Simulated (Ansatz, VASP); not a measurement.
**One calculation of ZnO, two programs**

```
Zn O
1.0
     3.33123    0.00000    0.00000
    -1.66562    2.88493    0.00000
     0.00000    0.00000    7.22427
Zn O
2 2
Cartesian
  0.0000 0.0000 1.8061
  0.0000 0.0000 5.4182
  1.6656 0.9616 5.4182
  0.0000 1.9233 1.8061
```

Measurements of this composition are mostly on another form, of space group No. 186.

Alike in both runs: task single point; functional PBE; k mesh 9 × 9 × 4; occupations fermi-dirac, width 0.05 eV; no spin polarisation.

|  | VASP | Ansatz |
| --- | --- | --- |
| version | VASP 6.6.1 | Ansatz 0.2.0 |
| potentials or method | VASP PAW PBE potentials, release 64 (Zn, O) | Ansatz PAW |
| plane-wave cutoff (eV) | 520 | 420 |
| valence electrons in the cell | 36 | 36 |

VASP gave:

```
gap on the k mesh at the Fermi level (eV)       : 0.82
least direct gap on the mesh (eV)               : 0.82
pressure (GPa)                                  : -3.2
largest component of the traceless stress (GPa) : 3.29
```

Which values does Ansatz return?

gap on the k mesh at the Fermi level (eV): 0.82; least direct gap on the mesh (eV): 0.82; pressure (GPa): -3.9; largest component of the traceless stress (GPa): 4.03.

Caveats: an odd mesh through Γ misses points on the zone boundary, where band edges often lie (VASP); odd divisions of the mesh miss points on the zone boundary, where band edges often lie, so the gap on the mesh can be too wide (Ansatz); the pressure holds a Pulay correction of +0.4 GPa for the finite cutoff (Ansatz). Expect the measured gap to be larger: semilocal functionals such as PBE lack the derivative discontinuity.
